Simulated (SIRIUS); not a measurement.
A run of SIRIUS 7.12.0 is set up as follows.

sirius.json

```json
{
  "control": {
    "processing_unit": "cpu",
    "std_evp_solver_name": "lapack",
    "gen_evp_solver_name": "lapack",
    "verbosity": 2,
    "print_forces": true,
    "ortho_rf": true,
    "use_second_variation": true,
    "rmt_max": 3.0,
    "num_bands_to_print": 11,
    "save_wf": true
  },
  "parameters": {
    "electronic_structure_method": "full_potential_lapwlo",
    "xc_functionals": ["XC_GGA_X_PBE", "XC_GGA_C_PBE"],
    "core_relativity": "none",
    "valence_relativity": "none",
    "num_fv_states": 11,
    "smearing": "fermi_dirac",
    "smearing_width": 0.0018374661,
    "pw_cutoff": 20,
    "gk_cutoff": 3.25,
    "lmax_apw": 10,
    "lmax_rho": 8,
    "lmax_pot": 8,
    "num_mag_dims": 0,
    "auto_rmt": 0,
    "ngridk": [8, 8, 8],
    "shiftk": [0, 0, 0],
    "num_dft_iter": 80,
    "energy_tol": 1e-07,
    "density_tol": 1e-05,
    "use_symmetry": true
  },
  "settings": {"tol_ne": 1e-10},
  "iterative_solver": {"type": "exact"},
  "mixer": {"type": "anderson", "beta": 0.5, "max_history": 8},
  "unit_cell": {
    "lattice_vectors": [[0.0, 5.2802727374, 5.2802727374], [5.2802727374, 0.0, 5.2802727374], [5.2802727374, 5.2802727374, 0.0]],
    "atom_types": ["Ca"],
    "atom_files": {"Ca": "Ca.json"},
    "atoms": {"Ca": [[0.0, 0.0, 0.0]]}
  }
}
```

Contents of Ca.json:

```json
{
  "name": "calcium",
  "symbol": "Ca",
  "number": 20,
  "mass": 40.078,
  "rmin": 1e-06,
  "rmt": 2.4,
  "nrmt": 800,
  "rinf": 19.35,
  "core": "1s2s2p",
  "valence": [
    {"basis": [{"enu": -0.1, "dme": 0, "n": 0, "auto": 0}, {"enu": -0.1, "dme": 1, "n": 0, "auto": 0}]},
    {"l": 0, "n": 1, "basis": [{"enu": 0.0, "dme": 0, "n": 0, "auto": 0}]},
    {"l": 1, "n": 2, "basis": [{"enu": 0.0, "dme": 0, "n": 0, "auto": 0}]},
    {"l": 2, "n": 3, "basis": [{"enu": 0.0, "dme": 0, "n": 0, "auto": 0}]},
    {"l": 3, "n": 4, "basis": [{"enu": 0.0, "dme": 0, "n": 0, "auto": 0}]}
  ],
  "lo": [
    {"l": 0, "basis": [{"enu": 0.0, "dme": 0, "n": 0, "auto": 0}, {"enu": 0.0, "dme": 1, "n": 0, "auto": 0}]},
    {
      "l": 0,
      "basis": [{"enu": -1.5775, "dme": 0, "n": 3, "auto": 1}, {"enu": -1.5775, "dme": 1, "n": 3, "auto": 1}]
    },
    {"l": 0, "basis": [{"enu": -1.5775, "dme": 1, "n": 3, "auto": 1}, {"enu": 0.0, "dme": 0, "n": 0, "auto": 0}]},
    {"l": 0, "basis": [{"enu": 0.0, "dme": 0, "n": 0, "auto": 0}, {"enu": 2.7778, "dme": 0, "n": 0, "auto": 0}]},
    {"l": 1, "basis": [{"enu": 0.0, "dme": 0, "n": 0, "auto": 0}, {"enu": 0.0, "dme": 1, "n": 0, "auto": 0}]},
    {
      "l": 1,
      "basis": [{"enu": -0.8868, "dme": 0, "n": 3, "auto": 1}, {"enu": -0.8868, "dme": 1, "n": 3, "auto": 1}]
    },
    {"l": 1, "basis": [{"enu": -0.8868, "dme": 1, "n": 3, "auto": 1}, {"enu": 0.0, "dme": 0, "n": 0, "auto": 0}]},
    {"l": 1, "basis": [{"enu": 0.0, "dme": 0, "n": 0, "auto": 0}, {"enu": 3.1944, "dme": 0, "n": 0, "auto": 0}]},
    {"l": 2, "basis": [{"enu": 0.0, "dme": 0, "n": 0, "auto": 0}, {"enu": 0.0, "dme": 1, "n": 0, "auto": 0}]},
    {"l": 2, "basis": [{"enu": 0.0, "dme": 1, "n": 0, "auto": 0}, {"enu": 0.0, "dme": 2, "n": 0, "auto": 0}]},
    {"l": 2, "basis": [{"enu": 0.0, "dme": 0, "n": 0, "auto": 0}, {"enu": 2.7083, "dme": 0, "n": 0, "auto": 0}]},
    {"l": 3, "basis": [{"enu": 0.0, "dme": 0, "n": 0, "auto": 0}, {"enu": 0.0, "dme": 1, "n": 0, "auto": 0}]}
  ],
  "free_atom": [... radial grid and density of the free atom, the start of the SCF ...]
}
```

Contents of sirius_start.json:

```json
{
  "control": {
    "processing_unit": "cpu",
    "std_evp_solver_name": "lapack",
    "gen_evp_solver_name": "lapack",
    "verbosity": 1,
    "print_forces": false,
    "ortho_rf": true,
    "use_second_variation": true,
    "rmt_max": 3.0,
    "num_bands_to_print": 11,
    "save_wf": false
  },
  "parameters": {
    "electronic_structure_method": "full_potential_lapwlo",
    "xc_functionals": ["XC_LDA_X", "XC_LDA_C_PW"],
    "core_relativity": "none",
    "valence_relativity": "none",
    "num_fv_states": 11,
    "smearing": "fermi_dirac",
    "smearing_width": 0.0055123983,
    "pw_cutoff": 20,
    "gk_cutoff": 2.6,
    "lmax_apw": 10,
    "lmax_rho": 8,
    "lmax_pot": 8,
    "num_mag_dims": 0,
    "auto_rmt": 0,
    "ngridk": [3, 3, 3],
    "shiftk": [0, 0, 0],
    "num_dft_iter": 30,
    "energy_tol": 0.01,
    "density_tol": 0.05,
    "use_symmetry": true
  },
  "settings": {"tol_ne": 1e-10},
  "iterative_solver": {"type": "exact"},
  "mixer": {"type": "anderson", "beta": 0.5, "max_history": 8},
  "unit_cell": {
    "lattice_vectors": [[0.0, 5.2802727374, 5.2802727374], [5.2802727374, 0.0, 5.2802727374], [5.2802727374, 5.2802727374, 0.0]],
    "atom_types": ["Ca"],
    "atom_files": {"Ca": "Ca.json"},
    "atoms": {"Ca": [[0.0, 0.0, 0.0]]}
  }
}
```

The input sirius_bands.json:

```json
{
  "control": {
    "processing_unit": "cpu",
    "std_evp_solver_name": "lapack",
    "gen_evp_solver_name": "lapack",
    "verbosity": 2,
    "print_forces": true,
    "ortho_rf": true,
    "use_second_variation": true,
    "rmt_max": 3.0,
    "num_bands_to_print": 11,
    "save_wf": true
  },
  "parameters": {
    "electronic_structure_method": "full_potential_lapwlo",
    "xc_functionals": ["XC_GGA_X_PBE", "XC_GGA_C_PBE"],
    "core_relativity": "none",
    "valence_relativity": "none",
    "num_fv_states": 11,
    "smearing": "fermi_dirac",
    "smearing_width": 0.0018374661,
    "pw_cutoff": 20,
    "gk_cutoff": 3.25,
    "lmax_apw": 10,
    "lmax_rho": 8,
    "lmax_pot": 8,
    "num_mag_dims": 0,
    "auto_rmt": 0,
    "ngridk": [8, 8, 8],
    "shiftk": [0, 0, 0],
    "num_dft_iter": 80,
    "energy_tol": 1e-07,
    "density_tol": 1e-05,
    "use_symmetry": true
  },
  "settings": {"tol_ne": 1e-10},
  "iterative_solver": {"type": "exact"},
  "mixer": {"type": "anderson", "beta": 0.5, "max_history": 8},
  "unit_cell": {
    "lattice_vectors": [[0.0, 5.2802727374, 5.2802727374], [5.2802727374, 0.0, 5.2802727374], [5.2802727374, 5.2802727374, 0.0]],
    "atom_types": ["Ca"],
    "atom_files": {"Ca": "Ca.json"},
    "atoms": {"Ca": [[0.0, 0.0, 0.0]]}
  },
  "kpoints_rel": {
    "G": [0.0, 0.0, 0.0],
    "K": [0.375, 0.375, 0.75],
    "L": [0.5, 0.5, 0.5],
    "U": [0.625, 0.25, 0.625],
    "W": [0.5, 0.25, 0.75],
    "X": [0.5, 0.0, 0.5]
  },
  "kpoints_path": ["G", "X", "W", "K", "G", "L", "U", "W", "L", "K"]
}
```

Potentials or basis: all-electron FP-LAPW (no relativity for the valence, core without relativity), apw+lo standard.

Command:

```console
$ OMP_NUM_THREADS=1 sirius.scf --input=sirius_start.json --output=start.json
$ OMP_NUM_THREADS=1 sirius.scf --input=sirius.json --output=output.json --task=1
$ OMP_NUM_THREADS=1 sirius.scf --input=sirius_bands.json --output=bands_out.json --task=2
```

(1) Estimate the band gap along the path.

Results:

(1) none (metal or under the smearing width).

Caveat: relativity is left out for the core states.
